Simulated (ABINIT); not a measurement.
A calculation with ABINIT 10.8.3 (patched build) of BaTiO3 (native input, structure from a POSCAR):

File run.abi:

```
# Pseudopotentials
pp_dirpath "./"
pseudos "Ba.GGA_PBE-JTH.xml, Ti.GGA_PBE-JTH.xml, O.GGA_PBE-JTH.xml"

# Structure
structure "poscar:POSCAR"
natom 10
chkprim 0
chksymtnons 0
tolsym 1.0e-6

# Plane-wave basis
ecut 23.0
pawecutdg 45.0
pawxcdev 0
pawovlp 30

# k points
kptopt 1
ngkpt 7 7 4
nshiftk 1
shiftk 0.0 0.0 0.0

# Exchange and correlation
ixc 11

# Bands and occupations
nband 48
occopt 3
tsmear 0.05 eV

# SCF cycle
nstep 100
tolvrs 1.0e-9

# Output
iomode 3
prtwf 0
prteig 0
prtebands 0
enunit 1
prtden 1
prtvha 1
prtvclmb 1
prtpot 1
```

File POSCAR:

```
BaTiO3
1.0
    3.9998000000      0.0000000000      0.0000000000
    0.0000000000      3.9998000000      0.0000000000
    0.0000000000      0.0000000000      8.0360000000
Ba Ti O
2 2 6
Direct
    0.9993338700      0.0014896700      0.0020579800  Ba
    0.0006661300      0.9985103300      0.4979420200  Ba
    0.4893534700      0.4978615600      0.2399223900  Ti
    0.5106465300      0.5021384400      0.7420776100  Ti
    0.5027900500      0.5020959900      0.0107726400  O
    0.4972099500      0.4979040100      0.5052273600  O
    0.5056745700      0.0016777200      0.2580984100  O
    0.4943254300      0.9983222800      0.7569015900  O
    0.0077650300      0.4997120000      0.2626403600  O
    0.9922349700      0.5002880000      0.7523596400  O
```

Potentials or basis: JTH PAW PBE v2.0.

Run with:

```sh
$ mpirun --bind-to none -np 4 abinit run.abi > log 2>&1
```

Problem. Write the same calculation in another form: ASE script, structure from a P1 CIF.

Solution. As run:

Contents of run.py:

```python
import json, os
import numpy as np
from ase.units import GPa
from ase.calculators.abinit import Abinit, AbinitProfile
from ase.io import read

atoms = read('BaTiO3.cif')

profile = AbinitProfile(command='mpirun --bind-to none -np 4 abinit', pp_paths=[os.path.abspath('pseudos')])
params = dict(
    pps='pawxml', xc='PBE',
    chksymtnons=0,
    tolsym=1e-06,
    ecut=625.8619,
    pawecutdg=1224.5124,
    pawxcdev=0,
    pawovlp=30,
    kptopt=1,
    ngkpt=[7, 7, 4],
    nshiftk=1,
    shiftk=[0.0, 0.0, 0.0],
    ixc=11,
    nband=48,
    occopt=3,
    tsmear=0.05,
    nstep=100,
    tolvrs=1e-09,
    prtwf=0,
    prtden=0,
)

atoms.calc = Abinit(profile=profile, directory='run', **params)
energy = atoms.get_potential_energy()
forces = atoms.get_forces()
stress = atoms.get_stress()
print(f'energy {energy:.6f} eV')
print('forces (eV/A)')
print(np.round(forces, 5))
print('stress (GPa, Voigt, tension positive)', np.round(stress / GPa, 4))
json.dump(dict(energy=energy, forces=forces.tolist(), stress=stress.tolist(), cell=atoms.cell.tolist(), frac=atoms.get_scaled_positions(wrap=False).tolist()), open('results.json', 'w'))
```

BaTiO3.cif

```cif
data_BaTiO3
_cell_length_a 3.99980000
_cell_length_b 3.99980000
_cell_length_c 8.03600000
_cell_angle_alpha 90.00000000
_cell_angle_beta 90.00000000
_cell_angle_gamma 90.00000000
_space_group_name_H-M_alt 'P1'
_space_group_name_Hall 'P 1'
_space_group_IT_number 1
loop_
_space_group_symop_operation_xyz
'x,y,z'
loop_
_atom_site_label
_atom_site_type_symbol
_atom_site_symmetry_multiplicity
_atom_site_Wyckoff_symbol
_atom_site_fract_x
_atom_site_fract_y
_atom_site_fract_z
_atom_site_occupancy
Ba1 Ba 1 a 0.9993338700 0.0014896700 0.0020579800 1
Ba2 Ba 1 a 0.0006661300 0.9985103300 0.4979420200 1
Ti1 Ti 1 a 0.4893534700 0.4978615600 0.2399223900 1
Ti2 Ti 1 a 0.5106465300 0.5021384400 0.7420776100 1
O1 O 1 a 0.5027900500 0.5020959900 0.0107726400 1
O2 O 1 a 0.4972099500 0.4979040100 0.5052273600 1
O3 O 1 a 0.5056745700 0.0016777200 0.2580984100 1
O4 O 1 a 0.4943254300 0.9983222800 0.7569015900 1
O5 O 1 a 0.0077650300 0.4997120000 0.2626403600 1
O6 O 1 a 0.9922349700 0.5002880000 0.7523596400 1
```

Potentials or basis: JTH PAW PBE v2.0.

The run is started by

```bash
$ python run.py
```

Both were run:

|  | native input, structure from a POSCAR | ASE script, structure from a P1 CIF |
| --- | --- | --- |
| Pressure | 4.3 GPa | 4.3 GPa |
| Largest force | 1.005 eV/Å | 1.005 eV/Å |
| Band gap on the k mesh | 2.01 eV | 2.01 eV |

Keys that steer only the numerical path or the files written may differ.

Caveat: this set's barium file shifts pressures by 1.5 GPa and gaps by 0.1 eV against other sets; spin-orbit coupling is left out, which moves the levels of the heavy elements; an odd mesh through Γ misses points on the zone boundary, where band edges often lie; forces of over 1 eV/Å show positions far from the minimum, so gaps and moduli don't describe the material at rest; the atomic spheres overlap.
